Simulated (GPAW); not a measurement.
# RbCl (Fm-3m): G0W0 on several meshes in GPAW

How does the mesh move the gap of RbCl (Fm-3m)?

Calculated with GPAW 26.7.0; PBE and many-body steps on it, plane waves.

## 1. The starting structure

The structure is cubic, space group Fm-3m (No. 225). Conventional cell: a = 6.579 Å, b = 6.579 Å, c = 6.579 Å, α = 90.00°, β = 90.00°, γ = 90.00°. Nearest to Rb lie 6 Cl at 3.29 Å. Nearest to Cl lie 6 Rb at 3.29 Å. Farther neighbours and most contacts between anions are not listed.

Structure file:

```xyz
2
Lattice="0.0000 3.2895 3.2895 3.2895 0.0000 3.2895 3.2895 3.2895 0.0000" Properties=species:S:1:pos:R:3 pbc="T T T"
Rb    0.0000    0.0000    0.0000
Cl    3.2895    3.2895    3.2895
```

The cell and positions come from the Crystallography Open Database and are kept as given unless a step says otherwise.

## 2. Empty states on the mesh, 4×4×4 mesh, 1068 bands

This step: GPAW 26.7.0; DFT, PBE, plane waves, PAW.

The sums over transitions need many empty states on a uniform mesh; this step solves for them.

run.py reads:

```python
import json
import numpy as np
from gpaw.mpi import world
from gpaw import GPAW

calc = GPAW('gs.gpw').fixed_density(kpts={'size': (4, 4, 4), 'gamma': True},
    parallel={'domain': 1, 'band': 1},
    txt='nscf.txt')
calc.diagonalize_full_hamiltonian(nbands=1068)
calc.write('full.gpw', mode='all')
res = {}
kpts = calc.get_ibz_k_points()
res['kpts'] = kpts
res['eigenvalues'] = [calc.get_eigenvalues(kpt=k) for k in range(len(kpts))]
res['n_electrons'] = calc.get_number_of_electrons()

if world.rank == 0:
    with open('result.json', 'w') as f:
        json.dump(res, f, default=lambda x: x.tolist())
```

On the command line:

```console
> mpirun -n 8 gpaw python run.py
```

Numbers of over 12 decimals in the logs are rounded to 6 here.

Log:

```text
Diagonalizing LCAO Hamiltonian
Converting LCAO to pw mode
convergence criteria:
- Maximum integral of absolute [eigenst]ate change: 4e-08 eV^2 / valence electron
maximum number of iterations: 100

SCF iterations
|iter     |     time |      energy | eigst |  dens |
|iter:   1|  |             | +1.67 |       |
|iter:   2|  |             | +0.44 |       |
|iter:   3|  |             | -0.31 |       |
[...]
|iter:  12|  |             | -6.30 |       |
|iter:  13|  |             | -6.97 |       |
|iter:  14|  |             | -7.50c|       |
SCF steps: 14
  __  _  _
 | _ |_)|_||  |
 |__||  | ||/\| - 26.7.0

Input parameters:
  mode=PW(ecut=450.000000),
  convergence={'density': 1e-06, 'bands': -3},
  gpts=array([24, 24, 24]),
  kpts=MonkhorstPack(size=(4, 4, 4), gamma=True),
  maxiter=100,
  nbands=15,
  occupations=Occupations(name='fermi-dirac', width=0.001, fixmagmom=False),
  parallel={'domain': 1, 'band': 1},
  xc=XC(name='PBE')
Matrix size: 1471x1471
# Writing to full.gpw (mode='all')
  [... matrices ...]

timing:  # [seconds]
  Total: 3.790  # ━━━━━━━━━━━━━━━━━━━━━━━━━━━━━━━━━━━━━━━━━━━━━━━━━━━━━━━━━━━
```

It took 8.7 s on 8 MPI ranks of Intel Xeon 6975P-C (Granite Rapids), shared host; peak memory 2.7 GiB; 67 s of CPU time.

This step gave:

| Quantity | Value |
| --- | --- |
| gap | 5.005 eV |
| k of the valence top | 0, 0, 0 |
| k of the conduction bottom | 0, 0, 0 |
| least direct gap | 5.005 eV |
| k points computed | 8 |
| lowest point of the top converged band, above the valence top | 346.3264 eV |

On this mesh the gap is 5.005 eV.

## 3. 4×4×4

Now the one-shot GW correction: screening in the RPA, then the self-energy of the levels asked for.

This step: G0W0 on PBE, plane waves, PAW.

run.py reads:

```python
import json
import numpy as np
from gpaw.mpi import world
from gpaw.response.g0w0 import G0W0

gw = G0W0('full.gpw',
    filename='gw',
    kpts=[0],
    bands=(6, 10),
    ecut=105,
    nbands=173,
    integrate_gamma='WS',
    ppa=True)
gw.calculate()
res = {mode: {k: v for k, v in r.items() if k != 'sigma_eskwn'}
       for mode, r in gw.all_results.items()}

if world.rank == 0:
    with open('result.json', 'w') as f:
        json.dump(res, f, default=lambda x: x.tolist())
```

On the command line:

```console
> mpirun -n 8 gpaw python run.py
```

Log:

```text
Using integrator: PointIntegrator
FrequencyGridDescriptor(from 0.000+0.000j to 0.000+27.211j eV, 2 points)
Nonperiodic BCs:  [False False False]
Using integrator: PointIntegrator
FrequencyGridDescriptor(from 0.000+0.000j to 0.000+27.211j eV, 2 points)
Nonperiodic BCs:  [False False False]
  ___  _ _ _
 |   || | | |
 | | || | | |
 |__ ||_____|
 |___|

BZ k-points: Symmetries present (total): 48

  [... matrices ...]
64 k-points: 4 x 4 x 4 Monkhorst-Pack grid + [1/8,1/8,1/8]
8 k-points in the irreducible part of the Brillouin zone
       k-points in crystal coordinates                weights
   0:     0.00000000    0.00000000    0.00000000          1/64
   1:     0.25000000    0.25000000    0.00000000          6/64
   2:     0.25000000    0.25000000    0.25000000          8/64
   3:     0.50000000    0.25000000   -0.25000000          6/64
   4:     0.50000000    0.25000000    0.25000000         12/64
   5:     0.50000000    0.50000000    0.00000000          3/64
   6:     0.50000000    0.50000000    0.25000000         24/64
   7:     0.50000000    0.50000000    0.50000000          4/64

Distributing spins, k-points and bands (1 x 1 x 4) over 8 processes
Number of blocks: 1

Quasi particle states:
k-points (IBZ indices): [0]
Band range: (6, 10)
  [... matrices ...]
Computational parameters:
Plane wave cut-off: 105 eV
Number of bands: 173
Coulomb cutoff: None
Broadening: 0.1 eV

fxc modes: GW
Kernel: RPA
Using Godby-Needs plasmon-pole approximation:
  Fitting energy: i*E0, E0 = 1.000 Hartree
Summing all q:

Calculating screened Coulomb potential
No Coulomb truncation
FrequencyGridDescriptor(from 0.000+0.000j to 0.000+27.211j eV, 2 points)
Removing empty qpoint cache files...

Calculating chi0 body with:
    Ground state adapter containing:
    Number of spins: 1
    Number of kpoints: 64
    Number of irreducible kpoints: 8
    Number of completely occupied states: 8
    Number of partially occupied states: 8
    Occupied states memory: 1.6875 M / cpu

    Linear response parametrization:
    q_c: [0.0, 0.0, 0.0]
    Number of frequency points: 2
    Planewave cutoff: 105.0
    Number of bands: 173
    Number of planewaves: 169
    Broadening (eta): 1e-06
    comm.size: 8
    kncomm.size: 8
    blockcomm.size: 1

    Memory estimate of potentially large arrays:
        chi0_wGG: 0.871613 M / cpu
Integrating chi0 body.

Symmetries of q_c:
    Direct symmetries (Uq -> q): 48
    Indirect symmetries (TUq -> q): 0
In total 48 allowed symmetries.

  [... matrices ...]
8 groups of equivalent kpoints. 87.5% reduction.

Integral kind: response function
Integrating chi0 head and wings.

Symmetries of q_c:
    Direct symmetries (Uq -> q): 48
    Indirect symmetries (TUq -> q): 0
In total 48 allowed symmetries.

  [... matrices ...]
8 groups of equivalent kpoints. 87.5% reduction.

Integral kind: response function wings

Calculating chi0 body with:
    Ground state adapter containing:
    Number of spins: 1
    Number of kpoints: 64
    Number of irreducible kpoints: 8
    Number of completely occupied states: 8
    Number of partially occupied states: 8
    Occupied states memory: 1.6875 M / cpu

    Linear response parametrization:
[... the further q-points ...]

Results:
f:      Occupation numbers
eps:     KS-eigenvalues [eV]
vxc:     KS vxc [eV]
exx:     Exact exchange [eV]
sigma:   Self-energies [eV]
dsigma:  Self-energy derivatives
Z:       Renormalization factors
qp:      QP-energies [eV]

k-point 0 (0): (0.000, 0.000, 0.000)                GW
band       f     eps     vxc     exx   sigma  dsigma       Z      qp
                                                                   GW
   6   1.000  -0.219 -16.227 -20.648   2.008  -0.263   0.792  -2.131
   7   1.000  -0.219 -16.227 -20.648   2.008  -0.263   0.792  -2.131
   8   0.000   4.786  -7.697  -4.119  -2.838  -0.134   0.882   5.438
   9   0.000   7.767  -8.240  -3.917  -2.907  -0.134   0.882   9.016
```

The job ended after 27 s (8 MPI ranks; peak memory 2.3 GiB; 3.6 min of CPU time).

This step gave:

* G0W0 gap on the points computed: 7.568 eV
* least direct G0W0 gap on the computed points: 7.568 eV
* Z at the valence top: 0.7918
* Z at the conduction bottom: 0.8815
* starting gap on the mesh: 5.005 eV
* k of the valence top: 0, 0, 0
* k of the conduction bottom: 0, 0, 0

The gap on the mesh goes from 5.01 eV to 7.57 eV, a correction of +2.56 eV.

## 4. Empty states on the mesh, 6×6×6 mesh, 183 bands

This step: DFT, PBE, plane waves, PAW.

run.py reads:

```python
import json
import numpy as np
from gpaw.mpi import world
from gpaw import GPAW

calc = GPAW('gs.gpw').fixed_density(kpts={'size': (6, 6, 6), 'gamma': True},
    parallel={'domain': 1, 'band': 1},
    txt='nscf.txt')
calc.diagonalize_full_hamiltonian(nbands=183)
calc.write('full.gpw', mode='all')
res = {}
kpts = calc.get_ibz_k_points()
res['kpts'] = kpts
res['eigenvalues'] = [calc.get_eigenvalues(kpt=k) for k in range(len(kpts))]
res['n_electrons'] = calc.get_number_of_electrons()

if world.rank == 0:
    with open('result.json', 'w') as f:
        json.dump(res, f, default=lambda x: x.tolist())
```

On the command line:

```console
> mpirun -n 8 gpaw python run.py
```

Log:

```text
Diagonalizing LCAO Hamiltonian
Converting LCAO to pw mode
convergence criteria:
- Maximum integral of absolute [eigenst]ate change: 4e-08 eV^2 / valence electron
maximum number of iterations: 100

SCF iterations
|iter     |     time |      energy | eigst |  dens |
|iter:   1|  |             | +1.67 |       |
|iter:   2|  |             | +0.40 |       |
|iter:   3|  |             | -0.24 |       |
[...]
|iter:  12|  |             | -6.33 |       |
|iter:  13|  |             | -6.96 |       |
|iter:  14|  |             | -7.45c|       |
SCF steps: 14
  __  _  _
 | _ |_)|_||  |
 |__||  | ||/\| - 26.7.0

Input parameters:
  mode=PW(ecut=450.000000),
  convergence={'density': 1e-06, 'bands': -3},
  gpts=array([24, 24, 24]),
  kpts=MonkhorstPack(size=(6, 6, 6), gamma=True),
  maxiter=100,
  nbands=15,
  occupations=Occupations(name='fermi-dirac', width=0.001, fixmagmom=False),
  parallel={'domain': 1, 'band': 1},
  xc=XC(name='PBE')
Matrix size: 1531x1531
# Writing to full.gpw (mode='all')
  [... matrices ...]

timing:  # [seconds]
  Total: 3.964  # ━━━━━━━━━━━━━━━━━━━━━━━━━━━━━━━━━━━━━━━━━━━━━━━━━━━━━━━━━━━
```

It took 8.4 s on 8 MPI ranks; peak memory 2.5 GiB.

This step gave:

```yaml
gap: 5.005 eV
k_of_the_valence_top: 0, 0, 0
k_of_the_conduction_bottom: 0, 0, 0
least_direct_gap: 5.005 eV
k_points_computed: 16
lowest_point_of_the_top_converged_band_above_the_valence_top: 100.5469 eV
```

On this mesh the gap is 5.005 eV.

## 5. 6×6×6

This step: G0W0 on PBE, plane waves, PAW.

run.py reads:

```python
import json
import numpy as np
from gpaw.mpi import world
from gpaw.response.g0w0 import G0W0

gw = G0W0('full.gpw',
    filename='gw',
    kpts=[0],
    bands=(6, 10),
    ecut=105,
    nbands=173,
    integrate_gamma='WS',
    ppa=True)
gw.calculate()
res = {mode: {k: v for k, v in r.items() if k != 'sigma_eskwn'}
       for mode, r in gw.all_results.items()}

if world.rank == 0:
    with open('result.json', 'w') as f:
        json.dump(res, f, default=lambda x: x.tolist())
```

On the command line:

```console
> mpirun -n 8 gpaw python run.py
```

Log:

```text
Using integrator: PointIntegrator
FrequencyGridDescriptor(from 0.000+0.000j to 0.000+27.211j eV, 2 points)
Nonperiodic BCs:  [False False False]
Using integrator: PointIntegrator
FrequencyGridDescriptor(from 0.000+0.000j to 0.000+27.211j eV, 2 points)
Nonperiodic BCs:  [False False False]
  ___  _ _ _
 |   || | | |
 | | || | | |
 |__ ||_____|
 |___|

BZ k-points: Symmetries present (total): 48

  [... matrices ...]
216 k-points: 6 x 6 x 6 Monkhorst-Pack grid + [1/12,1/12,1/12]
16 k-points in the irreducible part of the Brillouin zone
       k-points in crystal coordinates                weights
   0:     0.00000000    0.00000000    0.00000000          1/216
   1:     0.16666667    0.16666667    0.00000000          6/216
   2:     0.16666667    0.16666667    0.16666667          8/216
[...]
9:     0.50000000    0.33333333   -0.16666667         12/216
          ...
  15:     0.50000000    0.50000000    0.50000000          4/216

Distributing spins, k-points and bands (1 x 1 x 4) over 8 processes
Number of blocks: 1

Quasi particle states:
k-points (IBZ indices): [0]
Band range: (6, 10)
  [... matrices ...]
Computational parameters:
Plane wave cut-off: 105 eV
Number of bands: 173
Coulomb cutoff: None
Broadening: 0.1 eV

fxc modes: GW
Kernel: RPA
Using Godby-Needs plasmon-pole approximation:
  Fitting energy: i*E0, E0 = 1.000 Hartree
Summing all q:

Calculating screened Coulomb potential
No Coulomb truncation
FrequencyGridDescriptor(from 0.000+0.000j to 0.000+27.211j eV, 2 points)
Removing empty qpoint cache files...

Calculating chi0 body with:
    Ground state adapter containing:
    Number of spins: 1
    Number of kpoints: 216
    Number of irreducible kpoints: 16
    Number of completely occupied states: 8
    Number of partially occupied states: 8
    Occupied states memory: 1.6875 M / cpu

    Linear response parametrization:
    q_c: [1.3877787807814457e-17, 1.3877787807814457e-17, 1.3877787807814457e-17]
    Number of frequency points: 2
    Planewave cutoff: 105.0
    Number of bands: 173
    Number of planewaves: 169
    Broadening (eta): 1e-06
    comm.size: 8
    kncomm.size: 8
    blockcomm.size: 1

    Memory estimate of potentially large arrays:
        chi0_wGG: 0.871613 M / cpu
Integrating chi0 body.

Symmetries of q_c:
    Direct symmetries (Uq -> q): 48
    Indirect symmetries (TUq -> q): 0
In total 48 allowed symmetries.

  [... matrices ...]
16 groups of equivalent kpoints. 92.592593% reduction.

Integral kind: response function
Integrating chi0 head and wings.

Symmetries of q_c:
    Direct symmetries (Uq -> q): 48
    Indirect symmetries (TUq -> q): 0
In total 48 allowed symmetries.

  [... matrices ...]
16 groups of equivalent kpoints. 92.592593% reduction.

Integral kind: response function wings

Calculating chi0 body with:
    Ground state adapter containing:
    Number of spins: 1
    Number of kpoints: 216
    Number of irreducible kpoints: 16
    Number of completely occupied states: 8
    Number of partially occupied states: 8
[... the further q-points ...]

Results:
f:      Occupation numbers
eps:     KS-eigenvalues [eV]
vxc:     KS vxc [eV]
exx:     Exact exchange [eV]
sigma:   Self-energies [eV]
dsigma:  Self-energy derivatives
Z:       Renormalization factors
qp:      QP-energies [eV]

k-point 0 (0): (0.000, 0.000, 0.000)                GW
band       f     eps     vxc     exx   sigma  dsigma       Z      qp
                                                                   GW
   6   1.000  -0.219 -16.227 -20.646   2.004  -0.271   0.787  -2.119
   7   1.000  -0.219 -16.227 -20.646   2.004  -0.271   0.787  -2.119
   8   0.000   4.786  -7.697  -4.125  -2.834  -0.134   0.882   5.436
   9   0.000   7.767  -8.240  -3.918  -2.906  -0.135   0.881   9.015
```

Run time: 1.8 min. Hardware: 8 MPI ranks; peak memory 2.2 GiB; 15 min of CPU time.

Numbers from this step:

```
G0W0 gap on the points computed              : 7.556 eV
least direct G0W0 gap on the computed points : 7.556 eV
Z at the valence top                         : 0.7868
Z at the conduction bottom                   : 0.8817
starting gap on the mesh                     : 5.005 eV
k of the valence top                         : 0, 0, 0
k of the conduction bottom                   : 0, 0, 0
```

Against G0W0 in GPAW (4×4×4 mesh, 173 bands, screening to 105 eV, Godby-Needs plasmon pole), the gap moves by −0.013 eV.

## 6. The runs together

Times are wall times on 8 MPI ranks of Intel Xeon 6975P-C (Granite Rapids), shared host, good to a factor of about two.

```csv
run,mesh,bands,screening cutoff (eV),DFT gap (eV),gap on the mesh (eV),direct (eV),time
4×4×4,4×4×4,173,105,5.005,7.568,7.568,27 s
6×6×6,6×6×6,173,105,5.005,7.556,7.556,1.8 min
```

## 7. Summary of results

| Item | Value |
| --- | --- |
| 4×4×4 | 7.568 eV |
| 6×6×6 | 7.556 eV |
| known limits | not at the basis limit; no spin-orbit coupling |

What this shows: 6×6×6: −0.013 eV against 4×4×4. Bands and cutoff are finite, so the gap is not at the basis limit. The miss can reach some tenths of an eV and take either sign; the mesh is an error of its own. These stock PAW sets were not made for GW. In the G0W0 runs levels were corrected at 1 k point alone, so a gap called «on the mesh» is the least over those, and an edge elsewhere would be missed. The many-body steps are scalar-relativistic: spin-orbit coupling is not in them.

[Paths, hosts, dates, memory and timing lines, banners, echoed tables and standing remarks are left out of the program output.]

[Logs are printed without paths, hosts, clocks, repeated set-up lines and the standing remarks that a program may print on its own settings, such as how far it seeks lower states.]

[Runs of the session that timed out or met a known fault of the program may be left out.]

[Hosts, paths, dates, database ids (printed as entryN), source tags and the programs' standing remarks are cut or masked in the printed files.]
